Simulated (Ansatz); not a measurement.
# TiO2: a line through a two-coordinate scan

An exercise on one series of results from a longer session: the logs are not shown, and one member is left open.

Method: DFT PBE, scalar-relativistic, plane waves, PAW, in Ansatz 0.2.0.

20 further runs of the same task are left out: 1 for a known fault of the program, 19 set aside as unsound or not needed.

## The structure to begin with

It takes space group P4_2/mnm (No. 136, tetragonal). The conventional cell has a = 4.643 Å, b = 4.643 Å, c = 2.964 Å, α = 90.00°, β = 90.00°, γ = 90.00°. Around Ti (site symmetry mmm) lie 6 O at 1.96 to 2.00 Å. O (site symmetry m2m) is surrounded by 3 Ti at 1.96 to 2.00 Å.

As a file:

```cif
data_structure
_symmetry_space_group_name_H-M 'P4_2/mnm'
_symmetry_Int_Tables_number 136
_cell_length_a 4.6434
_cell_length_b 4.6434
_cell_length_c 2.9639
_cell_angle_alpha 90.000
_cell_angle_beta 90.000
_cell_angle_gamma 90.000
_cell_volume 63.90
loop_
_atom_site_label
_atom_site_type_symbol
_atom_site_symmetry_multiplicity
_atom_site_Wyckoff_symbol
_atom_site_fract_x
_atom_site_fract_y
_atom_site_fract_z
_atom_site_occupancy
Ti1 Ti 2 a 0.00000 0.00000 0.00000 1
O1 O 4 f 0.30510 0.30510 0.00000 1
```

This cell was relaxed beforehand with the same method: volume 10.65 Å³/atom, gap on the mesh 1.86 eV.

## Plan of the line

The energy is mapped over volume and the cell's shape.

First coordinate, volume per atom: 7 values from 8.95 to 12.36 Å³. Second coordinate, c/a of the conventional cell: 7 values from 0.566 to 0.720.

Nothing else is relaxed (fractional coordinates fixed). Energies count from the relaxed crystal. Points are written as (first, second).

The first run:

input.yaml

```yaml
crystal:
  lattice:
    - [4.3229269903, 0.0, 0.0]
    - [0.0, 4.3229269903, 0.0]
    - [0.0, 0.0, 2.872584985]
  atoms:
    - { symbol: Ti, position: [0.0, 0.0, 0.0] }
    - { symbol: Ti, position: [0.5, 0.5, 0.5] }
    - { symbol: O, position: [0.3050970583, 0.3050970583, 0.0] }
    - { symbol: O, position: [0.1949029417, 0.8050970583, 0.5] }
    - { symbol: O, position: [0.6949029417, 0.6949029417, 0.0] }
    - { symbol: O, position: [0.8050970583, 0.1949029417, 0.5] }
basis:
  ecutwfc: 520.0
kpoints:
  mp_grid: { grid: [8, 8, 10] }
hamiltonian:
  xc: pbe
  pseudopotentials: { kind: paw, azcp: { folder: soft_1 } }
scf:
  occupations: { method: gaussian, width: 0.05 }
output:
  forces: true
  stress: true
  eigenvalues: true
```

Started as:

```console
$ ansatz run input.yaml --threads 2 --pin off --max-ram 4096MiB --backend cpu --events-out ev --progress --plain --runs-dir out
```

Among the steps run: Point (8.95 Å³, 0.664); The run at (9.52 Å³, 0.664); Point (10.08 Å³, 0.664); Grid point (11.22 Å³, 0.664); Grid point (12.36 Å³, 0.664).

One table of the session follows, with a row left open; its other results are not shown here.

It belongs to the step «The line in numbers». 

| volume per atom (Å³) | energy (meV/atom) | slope (meV/atom per Å³) | pressure (GPa) | band gap on the k-mesh (eV) | largest force on an atom (eV/Å) |
| --- | --- | --- | --- | --- | --- |
| 8.95 | 250 | −342 | 55 | 2.23 | 0.74 |
| 9.52 | 101 | −190 | 30 | 2.09 | 0.45 |
| 10.08 | 27 | −76 | 12 | 1.94 | 0.21 |
| 10.65 | 9 | 9 | −1 | 1.80 | 0.01 |
| 11.22 | 33 | 74 | −12 | 1.67 | 0.15 |
| 11.79 | ? | ? | ? | ? | ? |
| 12.36 | 170 | 158 | −25 | 1.44 | 0.40 |

Q: Estimate the row for volume per atom (Å³) = 11.79 from the others.

Worked estimate for «energy (meV/atom)». A straight line through the neighbours (11.22, 33) and (12.36, 170) gives 33 + (170 − 33) × (11.79 − 11.22) / (12.36 − 11.22) = 101; a parabola fitted to 3 rows on both sides gives 87.

As computed: energy (meV/atom): 90; slope (meV/atom per Å³): 122; pressure (GPa): −20; band gap on the k-mesh (eV): 1.55; largest force on an atom (eV/Å): 0.29. In «energy (meV/atom)» the line misses by +11 and the parabola by -3.

Energies count from the relaxed crystal. Rows without a step come from runs not printed here or follow by symmetry. Slopes come from the forces (and the stress, where the cell changes), not from differences of energies.

In words: Along the line the energy is lowest at 10.65 Å³, 9 meV/atom from the zero. V·d²E/dV² there is about 230 GPa, a bulk modulus under this line's constraint. The highest point computed, at 8.95 Å³, lies 241 meV/atom above the lowest.
